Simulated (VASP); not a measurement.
# SiO (Pm-3m) in VASP: a series of runs

Aim: see how the results for SiO move with the level of theory and the settings. Levels: r2SCAN, SCAN, r2SCAN+D3(BJ). Tasks: relaxation of cell and atoms.

Program: VASP 6.6.1. These are calculated values, not measurements. Logs are shortened: lines on timing, memory, paths and dates and some standing lists are left out, and cuts for length are marked.

## 1. Starting point

Symmetry: Pm-3m, No. 221, cubic system. The conventional cell has a = 2.807 Å, b = 2.807 Å, c = 2.807 Å, α = 90.00°, β = 90.00°, γ = 90.00°. Si (site symmetry m-3m) is surrounded by 8 O at 2.43 Å. O (site symmetry m-3m) has 8 Si at 2.43 Å as nearest neighbours.

The cell was built by a generator and needn't be a form met in nature.

## 2. Relaxation of cell and atoms, r2SCAN

Contents of INCAR:

```
PREC = Accurate ; ENCUT = 600
EDIFF = 1E-6 ; ISMEAR = 0
SIGMA = 0.05 ; LREAL = False
LASPH = True ; NELM = 80
ALGO = Normal ; ISIF = 3
LWAVE = False ; LCHARG = False
METAGGA = R2SCAN ; LMIXTAU = True
IBRION = 2 ; NSW = 60
EDIFFG = -0.005
```

Contents of KPOINTS:

```
Automatic mesh
0
Gamma
  9 9 9
```

Contents of POSCAR:

```
SiO
1.0
    2.8069700000      0.0000000000      0.0000000000
    0.0000000000      2.8069700000      0.0000000000
    0.0000000000      0.0000000000      2.8069700000
Si O
1 1
Direct
    0.0000000000      0.0000000000      0.0000000000
    0.5000000000      0.5000000000      0.5000000000
```

Potentials or basis: VASP PAW PBE potentials, release 64 (Si, O).

Command:

```sh
$ cat potpaw_PBE.64/Si/POTCAR potpaw_PBE.64/O/POTCAR > POTCAR
$ mpirun -np 1 vasp_std > vasp.out
```

OUTCAR:

```text
PREC = Accurate
   ENCUT = 600
   EDIFF = 1E-6
   ISMEAR = 0
   LREAL = False
   LASPH = True
   NELM = 80
   ISIF = 3
   METAGGA = R2SCAN
   IBRION = 2
   NSW = 60
   EDIFFG = -0.005

 ion  position               nearest neighbor table
   1  0.000  0.000  0.000-   2 2.43   2 2.43   2 2.43   2 2.43   2 2.43   2 2.43   2 2.43   2 2.43

   2  0.500  0.500  0.500-   1 2.43   1 2.43   1 2.43   1 2.43   1 2.43   1 2.43   1 2.43   1 2.43

  LATTYP: Found a simple cubic cell.
 ALAT       =     2.8069700000

  Lattice vectors:

 A1 = (   2.8069700000,   0.0000000000,   0.0000000000)
 A2 = (   0.0000000000,   2.8069700000,   0.0000000000)
 A3 = (   0.0000000000,   0.0000000000,   2.8069700000)

Analysis of symmetry for initial positions (statically):
=====================================================================
 Subroutine PRICEL returns:
 Original cell was already a primitive cell.

 Routine SETGRP: Setting up the symmetry group for a
 simple cubic supercell.

 Subroutine GETGRP returns: Found 48 space group operations
 (whereof 48 operations were pure point group operations)
 out of a pool of 48 trial point group operations.

The static configuration has the point symmetry O_h .

Analysis of symmetry for dynamics (positions and initial velocities):
=====================================================================
 Subroutine PRICEL returns:
 Original cell was already a primitive cell.

 Routine SETGRP: Setting up the symmetry group for a
 simple cubic supercell.

 Subroutine GETGRP returns: Found 48 space group operations
 (whereof 48 operations were pure point group operations)
 out of a pool of 48 trial point group operations.

The dynamic configuration has the point symmetry O_h .

 Subroutine INISYM returns: Found 48 space group operations
 (whereof 48 operations are pure point group operations),
 and found     1 'primitive' translations

----------------------------------------------------------------------------------------

                                     Primitive cell

  volume of cell :      22.1163

  direct lattice vectors                    reciprocal lattice vectors
     2.806970000  0.000000000  0.000000000     0.356256034  0.000000000  0.000000000
     0.000000000  2.806970000  0.000000000     0.000000000  0.356256034  0.000000000
     0.000000000  0.000000000  2.806970000     0.000000000  0.000000000  0.356256034

  length of vectors
     2.806970000  2.806970000  2.806970000     0.356256034  0.356256034  0.356256034

  position of ions in fractional coordinates (direct lattice)
     0.000000000  0.000000000  0.000000000
     0.500000000  0.500000000  0.500000000

  ion indices of the primitive-cell ions
   primitive index   ion index
                 1           1
                 2           2

----------------------------------------------------------------------------------------

 KPOINTS: Automatic mesh

Automatic generation of k-mesh.
 Grid dimensions read from file:
 generate k-points for:    9    9    9

 Generating k-lattice:

  Cartesian coordinates                     Fractional coordinates (reciprocal lattice)
     0.039584004  0.000000000  0.000000000     0.111111111  0.000000000  0.000000000
     0.000000000  0.039584004  0.000000000     0.000000000  0.111111111  0.000000000
     0.000000000  0.000000000  0.039584004     0.000000000  0.000000000  0.111111111

  Length of vectors
     0.039584004  0.039584004  0.039584004

  Shift w.r.t. Gamma in fractional coordinates (k-lattice)
     0.000000000  0.000000000  0.000000000

 Subroutine IBZKPT returns following result:
 ===========================================

 Found     35 irreducible k-points:

 Following reciprocal coordinates:
            Coordinates               Weight
  0.000000  0.000000  0.000000      1.000000
  0.111111  0.000000  0.000000      6.000000
  0.222222  0.000000  0.000000      6.000000
  0.333333  0.000000  0.000000      6.000000
  0.444444  0.000000  0.000000      6.000000
  0.111111  0.111111  0.000000     12.000000
[... 16 lines left out ...]
  0.333333  0.333333  0.111111     24.000000
  0.444444  0.333333  0.111111     48.000000
 [... further k-points ...]
   k-points           NKPTS =     35   k-points in BZ     NKDIM =     35   number of bands    NBANDS=      9
   number of dos      NEDOS =    301   number of ions     NIONS =      2
   total plane-waves  NPLWV =  13824
   dimension x,y,z NGX =    24 NGY =   24 NGZ =   24
   dimension x,y,z NGXF=    48 NGYF=   48 NGZF=   48
   ions per type =               1   1
   NGX,Y,Z   is equivalent  to a cutoff of  14.21, 14.21, 14.21 a.u.
   NGXF,Y,Z  is equivalent  to a cutoff of  28.43, 28.43, 28.43 a.u.
 SYSTEM =  unknown system
   PREC   = accura    normal or accurate (medium, high low for compatibility)
   ISTART =      0    job   : 0-new  1-cont  2-samecut
   ICHARG =      2    charge: 1-file 2-atom 10-const
   ISPIN  =      1    spin polarized calculation?
   LNONCOLLINEAR =      F non collinear calculations
   LSORBIT =      F    spin-orbit coupling
   LASPH  =      T    aspherical Exc in radial PAW
   ENCUT  =  600.0 eV  44.10 Ry    6.64 a.u.   5.61  5.61  5.61*2*pi/ulx,y,z
   NELM   =     80;   NELMIN=  2; NELMDL= -5     # of ELM steps
   EDIFF  = 0.1E-05   stopping-criterion for ELM
   LREAL  =      F    real-space projection
   EDIFFG = -.5E-02   stopping-criterion for IOM
   NSW    =     60    number of steps for IOM
   IBRION =      2    ionic relax: 0-MD 1-quasi-New 2-CG
   NFREE  =      1    steps in history (QN), initial steepest desc. (CG)
   ISIF   =      3    stress and relaxation
   ISYM   =      2    0-nonsym 1-usesym 2-fastsym
   POTIM  = 0.5000    time-step for ionic-motion
   TEBEG  =    0.0;   TEEND  =   0.0 temperature during run
   PSTRESS=    0.0 pullay stress
   NELECT =      10.0000    total number of electrons
   NUPDOWN=      -1.0000    fix difference up-down
   EMIN   =  10.00;   EMAX   =-10.00  energy-range for DOS
   EFERMI =   0.00;   METHOD = LEGACY
   ISMEAR =     0;   SIGMA  =   0.05  broadening in eV -4-tet -1-fermi 0-gaus
   EFERMI_NEDOS =   21; number of points for ismear=-14 and -15
   IALGO  =     38    algorithm
   IMIX   =      4    mixing-type and parameters
     AMIX     =   0.40;   BMIX     =  1.00
     AMIX_MAG =   1.60;   BMIX_MAG =  1.00
  volume/ion in A,a.u.               =      11.06        74.62
  Fermi-wavevector in a.u.,A,eV,Ry     =   1.256523  2.374484 21.481554  1.578850
  Thomas-Fermi vector in A             =   2.390227
   LORBIT       =      0    0 simple, 1 ext, 2 COOP (PROOUT), +10 PAW based schemes
   METAGGA = R2SCAN    functional components
   LHFCALC =     F    Hartree Fock is set to
   AEXX    =    0.0000 exact exchange contribution
   IVDW    =     0    specifies the selected vdW correction
   LEPSILON=     F    determine dielectric tensor
   LRPA    =     F    only Hartree local field effects (RPA)
 conjugate gradient relaxation of ions
 non-spin polarized calculation
 Gauss-broadening in eV      SIGMA  =   0.05
  energy-cutoff  :      600.00
  volume of cell :       22.12
 maximum number of plane-waves:       748
 NGX is ok and might be reduce to    24
   NGX = 11   NGY = 11   NGZ = 11

--------------------------------------- Ionic step        1  -------------------------------------------

 number of electron      10.0000005 magnetization

 Free energy of the ion-electron system (eV)
  ---------------------------------------------------
  ext. energy  EPLUGINS =         0.00000000
  ---------------------------------------------------
  free energy    TOTEN  =       -14.32319826 eV

  energy without entropy =      -14.32235183  energy(sigma->0) =      -14.32277505

------------------------ aborting loop because EDIFF is reached ----------------------------------------

  FORCE on cell =-STRESS in cart. coord.  units (eV):
  Direction    XX          YY          ZZ          XY          YZ          ZX
  --------------------------------------------------------------------------------------
  -------------------------------------------------------------------------------------
  Total       -0.0844575     -0.0844575     -0.0844575     -0.0000000     -0.0000000     -0.0000000
  in kB       -6.1183684     -6.1183684     -6.1183684     -0.0000000     -0.0000000     -0.0000000
  external PRESSURE =      -6.1183684 kB  Pullay stress =       0.0000000 kB

 VOLUME and BASIS-vectors are now :
 -----------------------------------------------------------------------------
  energy-cutoff  :      600.00
  volume of cell :       22.12
      direct lattice vectors                 reciprocal lattice vectors
     2.806970000  0.000000000  0.000000000     0.356256034  0.000000000  0.000000000
     0.000000000  2.806970000  0.000000000     0.000000000  0.356256034  0.000000000
     0.000000000  0.000000000  2.806970000     0.000000000  0.000000000  0.356256034
[... 37 lines left out ...]
 POSITION                                       TOTAL-FORCE (eV/Angst)
 -----------------------------------------------------------------------------------
      0.00000      0.00000      0.00000        -0.000000     -0.000000      0.000000
      1.40063      1.40063      1.40063         0.000000      0.000000      0.000000
 -----------------------------------------------------------------------------------
    total drift:                                0.000000     -0.000000     -0.000000

  FREE ENERGIE OF THE ION-ELECTRON SYSTEM (eV)
  ---------------------------------------------------
  free  energy   TOTEN  =       -14.3233609738 eV

  energy  without entropy=      -14.3225145413  energy(sigma->0) =      -14.32293776

--------------------------------------- Ionic step        3  -------------------------------------------

 number of electron      10.0000004 magnetization

 Free energy of the ion-electron system (eV)
  ---------------------------------------------------
  ext. energy  EPLUGINS =         0.00000000
  ---------------------------------------------------
  free energy    TOTEN  =       -14.32338294 eV

  energy without entropy =      -14.32253651  energy(sigma->0) =      -14.32295972

 E-fermi :   8.1438     XC(G=0): -12.0963

 val. band max:        7.8534045303   @ k =   0.4444   0.1111   0.0000
 cond. band min:       8.1589925513   @ k =   0.4444   0.1111   0.1111
 fundamental gap:      0.3055880209
 Fermi energy:         8.1437640415

 k-point     1 :       0.0000    0.0000    0.0000
  band No.  band energies     occupation
      1     -13.0490      2.00000
      2       0.8161      2.00000
      3       4.5183      2.00000
      4       4.5183      2.00000
      5       4.5183      2.00000
      6      14.5647      0.00000
      7      14.5647      0.00000
      8      16.7648      0.00000
      9      16.7648      0.00000

 k-point     2 :       0.1111    0.0000    0.0000
  band No.  band energies     occupation
      1     -12.9328      2.00000
      2       0.3317      2.00000
      3       4.6040      2.00000
      4       4.6040      2.00000
      5       4.6911      2.00000
      6      13.6936      0.00000
      7      14.7652      0.00000
      8      16.6176      0.00000
      9      16.6176      0.00000
[... 253 lines left out ...]
 k-point    24 :       0.4444    0.3333    0.1111
  band No.  band energies     occupation
      1     -11.2655      2.00000
      2      -0.7767      2.00000
      3       1.4555      2.00000
      4       5.1879      2.00000
      5       5.3622      2.00000
      6      10.8721      0.00000
      7      11.6686      0.00000
      8      15.8155      0.00000
      9      19.0763      0.00000

 [... further k-points ...]
[... 5 lines left out ...]
  --------------------------------------------------------------------------------------
  -------------------------------------------------------------------------------------
  Total        0.0005216      0.0005216      0.0005216     -0.0000000      0.0000000      0.0000000
  in kB        0.0379554      0.0379554      0.0379554     -0.0000000      0.0000000      0.0000000
  external PRESSURE =       0.0379554 kB  Pullay stress =       0.0000000 kB

 VOLUME and BASIS-vectors are now :
 -----------------------------------------------------------------------------
  energy-cutoff  :      600.00
  volume of cell :       22.02
      direct lattice vectors                 reciprocal lattice vectors
     2.802804079  0.000000000 -0.000000000     0.356785552  0.000000000 -0.000000000
    -0.000000000  2.802804079 -0.000000000    -0.000000000  0.356785552  0.000000000
     0.000000000 -0.000000000  2.802804079     0.000000000  0.000000000  0.356785552

 POSITION                                       TOTAL-FORCE (eV/Angst)
 -----------------------------------------------------------------------------------
      0.00000      0.00000      0.00000        -0.000000     -0.000000      0.000000
      1.40140      1.40140      1.40140         0.000000      0.000000      0.000000
 -----------------------------------------------------------------------------------
    total drift:                                0.000000     -0.000000     -0.000000

  FREE ENERGIE OF THE ION-ELECTRON SYSTEM (eV)
  ---------------------------------------------------
  free  energy   TOTEN  =       -14.3233829385 eV

  energy  without entropy=      -14.3225365060  energy(sigma->0) =      -14.32295972

 reached required accuracy - stopping structural energy minimisation
```

Wall time 32 s (1 thread of AMD EPYC 9R45 (Zen 5), shared host); peak memory 0.11 GiB.

What came out:

```
Free energy                            : -14.3234 eV
Relaxed volume                         : 11.01 Å³/atom
Relaxed cell                           : a = 2.803 Å, b = 2.803 Å, c = 2.803 Å, α = 90.00°, β = 90.00°, γ = 90.00°
Space group after relaxing (to 0.05 Å) : Pm-3m (No. 221)
Energy gained by relaxing              : 0.1 meV/atom
Ionic steps                            : 3
Pressure after relaxing                : 0.0 GPa
Band gap on the k mesh                 : none (metal or under the smearing width)
```

Step by step:
```csv
step,energy change (eV),largest force (eV/Å),pressure (GPa),volume (Å³)
1,0.0000,0.0000,-0.61,22.12
2,-0.0002,0.0000,0.24,21.98
3,-0.0002,0.0000,0.00,22.02
```

Final structure:
```
Si O
1.0
     2.80280    0.00000    0.00000
     0.00000    2.80280    0.00000
     0.00000    0.00000    2.80280
Si O
1 1
Direct
  0.00000 0.00000 0.00000
  0.50000 0.50000 0.50000
```

Caveat: the PAW data sets were made with another functional, which shifts forces and pressure a little.

## 3. Relaxation of cell and atoms, SCAN

Contents of INCAR:

```
SYSTEM = SiO
ALGO = Normal
EDIFF = 1E-7
EDIFFG = -0.01
ENCUT = 600
IBRION = 2
ISIF = 3
ISMEAR = 0
LASPH = .True.
LCHARG = .False.
LMIXTAU = .True.
LREAL = .False.
LWAVE = .False.
METAGGA = SCAN
NELM = 80
NSW = 40
PREC = Accurate
SIGMA = 0.05
```

Contents of KPOINTS:

```
k-points
0
Gamma
  9 9 9
  0 0 0
```

POSCAR is that of step 2.

Potentials or basis: VASP PAW PBE potentials, release 64 (Si, O).

Command:

```sh
$ cat potpaw_PBE.64/Si/POTCAR potpaw_PBE.64/O/POTCAR > POTCAR
$ mpirun -np 1 vasp_std > vasp.out
```

Run time: 56 s. Hardware: 1 thread of AMD EPYC 9R45 (Zen 5), shared host; peak memory 0.11 GiB.

The run converged. Its results:

| Item | Value |
| --- | --- |
| Free energy | -16.0053 eV |
| Relaxed volume | 10.69 Å³/atom |
| Relaxed cell | a = 2.775 Å, b = 2.775 Å, c = 2.775 Å, α = 90.00°, β = 90.00°, γ = 90.00° |
| Space group after relaxing (to 0.05 Å) | Pm-3m (No. 221) |
| Energy gained by relaxing | 5.6 meV/atom |
| Ionic steps | 3 |
| Pressure after relaxing | 0.0 GPa |
| Band gap on the k mesh | none (metal or under the smearing width) |

The path:
| step | energy change (eV) | largest force (eV/Å) | pressure (GPa) | volume (Å³) |
| --- | --- | --- | --- | --- |
| 1 | 0.0000 | 0.0000 | -4.66 | 22.12 |
| 2 | -0.0096 | 0.0000 | 1.88 | 21.10 |
| 3 | -0.0112 | 0.0000 | 0.05 | 21.37 |

Final structure:
```xyz
2
Lattice="2.7751 0.0000 0.0000 0.0000 2.7751 0.0000 0.0000 0.0000 2.7751" Properties=species:S:1:pos:R:3 pbc="T T T"
Si    0.0000    0.0000    0.0000
O     1.3875    1.3875    1.3875
```

Levels at points of the mesh, in eV from the Fermi level:
```
           k point  band 1  band 2  band 3  band 4  band 5  band 6  band 7  band 8  band 9
(0.00, 0.00, 0.00)  -21.64   -7.30   -3.88   -3.88   -3.88    6.11    6.11    8.81    8.81
```

Caveat: the PAW data sets were made with another functional, which shifts forces and pressure a little.

## 4. Relaxation of cell and atoms, r2SCAN+D3(BJ)

Contents of INCAR:

```
  PREC = Accurate
  ENCUT = 600
  EDIFF = 1E-6
  ISMEAR = 0
  SIGMA = 0.05
  LREAL = F
  LASPH = T
  NELM = 60
  ALGO = Normal
  ISIF = 3
  LWAVE = F
  LCHARG = F
  METAGGA = R2SCAN
  LMIXTAU = T
  IVDW = 12
  VDW_S6 = 1.0
  VDW_S8 = 0.78981345
  VDW_A1 = 0.49484001
  VDW_A2 = 5.73083694
  IBRION = 2
  NSW = 60
  EDIFFG = -0.005
```

Contents of KPOINTS:

```
Automatic mesh
0
Gamma
  9 9 9
```

POSCAR is that of step 3.

Command:

```sh
$ cat potpaw_PBE.64/Si/POTCAR potpaw_PBE.64/O/POTCAR > POTCAR
$ mpirun -np 1 vasp_std > vasp.out
```

Run time: 32 s. Hardware: 1 thread of AMD EPYC 9R45 (Zen 5), shared host; peak memory 0.12 GiB.

It converged, with:

```
Free energy                            : -14.5561 eV
Relaxed volume                         : 10.91 Å³/atom
Relaxed cell                           : a = 2.794 Å, b = 2.794 Å, c = 2.794 Å, α = 90.00°, β = 90.00°, γ = 90.00°
Space group after relaxing (to 0.05 Å) : Pm-3m (No. 221)
Energy gained by relaxing              : 0.7 meV/atom
Ionic steps                            : 3
Pressure after relaxing                : 0.0 GPa
Band gap on the k mesh                 : none (metal or under the smearing width)
Dispersion energy per atom             : -0.117 eV
```

Step by step:
```
step  energy change (eV)  largest force (eV/Å)  pressure (GPa)  volume (Å³)
   1              0.0000                0.0000           -1.50        22.12
   2             -0.0014                0.0000            0.22        21.79
   3             -0.0014                0.0000           -0.03        21.82
```

Final structure:
```cif
data_structure
_symmetry_space_group_name_H-M 'P 1'
_symmetry_Int_Tables_number 1
_cell_length_a 2.7945
_cell_length_b 2.7945
_cell_length_c 2.7945
_cell_angle_alpha 90.000
_cell_angle_beta 90.000
_cell_angle_gamma 90.000
_cell_volume 21.82
loop_
_atom_site_label
_atom_site_type_symbol
_atom_site_fract_x
_atom_site_fract_y
_atom_site_fract_z
_atom_site_occupancy
Si1 Si 0.00000 0.00000 0.00000 1
O1 O 0.50000 0.50000 0.50000 1
```

Levels at points of the mesh, in eV from the Fermi level:
```tsv
k point	band 1	band 2	band 3	band 4	band 5	band 6	band 7	band 8	band 9
(0.00, 0.00, 0.00)	-21.30	-7.33	-3.69	-3.69	-3.69	6.38	6.38	8.68	8.68
```

Caveat: the PAW data sets were made with another functional, which shifts forces and pressure a little; pairwise dispersion overbinds metals, which lowers pressure and volume.

## 5. For comparison

An earlier run on the cell as given: functional PBE; potentials or basis VASP PAW PBE potentials, release 64 (Si, O); cutoff 520 eV; k mesh 9 × 9 × 9; occupations fermi-dirac, width 0.05 eV; no spin polarisation.

- Pressure: 0.1 GPa
- Band gap on the k mesh: none (metal or under the smearing width)

## 6. The runs side by side

| task | level | cell | cutoff (eV) | smearing | gap on the mesh (eV) | pressure (GPa) | relaxed volume (Å³/atom) |
| --- | --- | --- | --- | --- | --- | --- | --- |
| relaxation of cell and atoms | r2SCAN | relaxed | 600 | gaussian 0.05 eV | none | 0.0 | 11.01 |
| relaxation of cell and atoms | SCAN | relaxed | 600 | gaussian 0.05 eV | none | 0.0 | 10.69 |
| relaxation of cell and atoms | r2SCAN+D3(BJ) | relaxed | 600 | gaussian 0.05 eV | none | 0.0 | 10.91 |
| single point | PBE | as given | 520 | fermi-dirac 0.05 eV | none | 0.1 | - |

Alike in all rows: potentials or basis VASP PAW PBE potentials, release 64 (Si, O); no spin polarisation; k mesh 9 × 9 × 9.

Caveats: the PAW data sets were made with another functional, which shifts forces and pressure a little (some runs); pairwise dispersion overbinds metals, which lowers pressure and volume (some runs).

Absolute energies hang on the potentials; compare differences alone.
